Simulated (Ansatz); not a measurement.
Cs2AgBiBr6:

```
Bi Cs Ag Br
1.0
     0.00000    5.61610    5.61610
     5.61610    0.00000    5.61610
     5.61610    5.61610    0.00000
Bi Cs Ag Br
1 2 1 6
Cartesian
  0.0000 0.0000 0.0000
  8.4242 8.4242 8.4242
  2.8081 2.8081 2.8081
  5.6161 5.6161 5.6161
  5.6161 5.6161 8.4180
  5.6161 5.6161 2.8142
  2.8142 5.6161 5.6161
  5.6161 8.4180 5.6161
  8.4180 5.6161 5.6161
  5.6161 2.8142 5.6161
```

Base run:

| Property | Result |
| --- | --- |
| Program | Ansatz 0.2.0 |
| Functional | LDA |
| Potentials or basis | Ansatz PAW |
| Cutoff | 420 eV (not typed: the program's choice for these potentials) |
| k mesh | 4 × 4 × 4 |
| Occupations | fermi-dirac, width 0.05 eV |
| Spin | no spin polarisation |

Its results: band gap on the k mesh 1.10 eV, indirect (least direct gap 2.33 eV); pressure -1.5 GPa; largest force 0.329 eV/Å.

The run is repeated on the same cell with these changes: hubbard terms from none to Ag d U = 6 eV; hubbard projectors from none to ortho-atomic (the default). What comes out?

Band gap on the k mesh 1.48 eV, indirect (least direct gap 2.52 eV); pressure -1.3 GPa; largest force 0.186 eV/Å.

The U term pushes filled and empty states of the shell apart.

Caveats: spin-orbit coupling is left out, which as a rule narrows the gap of such compounds by several tenths of an eV; the PAW data sets come from PBE, with cores solved anew for the run's functional, which leaves a small shift of forces and pressure.
